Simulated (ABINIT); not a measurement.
Au:

```
CELL_PARAMETERS angstrom
0.00000 2.03500 2.03500
2.03500 0.00000 2.03500
2.03500 2.03500 0.00000
ATOMIC_POSITIONS crystal
Au 0.00000 0.00000 0.00000
```

```yaml
Program: ABINIT 10.8.3 (patched build)
Task: relaxation of cell and atoms
Functional: PBE
Potentials_or_basis: JTH PAW PBE v2.0
Cutoff: 544 eV
k_mesh: 11 × 11 × 11
Occupations: fermi-dirac, width 0.05 eV
Spin: no spin polarisation
```

At the start: pressure 11.1 GPa; volume 16.85 Å³/atom.

Task: Where does the relaxation end?

Result: Over 4 steps the energy falls by 36.4 meV/atom and the volume is 17.98 Å³/atom (+6.7 %); space group Fm-3m (No. 225, to 0.05 Å).

Step by step:
| step | energy change (eV) | largest force (eV/Å) | pressure (GPa) | volume (Å³) |
| --- | --- | --- | --- | --- |
| 1 | 0.0000 | 0.0000 | 11.12 | 16.85 |
| 2 | -0.0284 | 0.0000 | 4.83 | 17.43 |
| 3 | -0.0363 | 0.0000 | 0.54 | 17.92 |
| 4 | -0.0364 | 0.0000 | 0.03 | 17.98 |

Final structure:
```yaml
crystal:
  lattice:
    - [0.00000, 2.07934, 2.07934]
    - [2.07934, 0.00000, 2.07934]
    - [2.07934, 2.07934, 0.00000]
  atoms:
    - { symbol: Au, position: [0.00000, 0.00000, 0.00000] }
```
